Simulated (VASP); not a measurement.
**WS2 (Tungstenite) under changes of volume**

One of the cells (17.235 Å³/atom); the others are scaled copies at fixed shape and fractional positions:

```
W S
1.0
     3.13129    0.00000    0.00000
    -1.56565    2.71178    0.00000
     0.00000    0.00000   12.17851
W S
2 4
Direct
  0.66667 0.33333 0.75000
  0.33333 0.66667 0.25000
  0.66667 0.33333 0.37828
  0.33333 0.66667 0.87828
  0.66667 0.33333 0.12172
  0.33333 0.66667 0.62172
```

* Program: VASP 6.6.1
* Functional: LDA
* Potentials or basis: VASP PAW LDA potentials, release 64 (W_sv, S)
* Cutoff: 520 eV
* k mesh: 8 × 8 × 4
* Occupations: gaussian, width 0.02 eV
* Spin: no spin polarisation

```tsv
volume (Å³/atom)	energy over the lowest point (meV/atom)	pressure (GPa)	gap on the mesh (eV)	largest force (eV/Å)
16.546	16.31	7.8	0.97	0.802
16.891	?	?	?	?
17.235	0.00	-0.1	1.01	0.012
17.580	3.83	-3.5	1.03	0.339
17.925	14.58	-6.6	1.05	0.664
```

**Question.** What does the run at 16.891 Å³/atom give?

**Answer.** Energy over the lowest point 3.87 meV/atom; pressure 3.6 GPa; gap on the mesh 0.99 eV; largest force 0.392 eV/Å.

Worked out: A Birch-Murnaghan fit of order 2 (a polynomial in V^(-2/3)) to the other rows has its minimum at 17.23 Å³/atom with B0 = V·E''(V) = 179 GPa at fixed shape and positions, which overstates the stiffness. It gives 3.90 meV/atom at 16.891 Å³/atom, against the run's 3.87, and -dE/dV = 3.7 GPa, against 3.6. A straight line through the other rows of the gap, of slope 0.998 eV per unit of ln V, gives 0.99 eV, against the run's 0.99.

Energies are extrapolated to zero smearing.

Caveats: spin-orbit coupling is left out, which moves the levels of the heavy elements.

A mesh can miss the band edges.
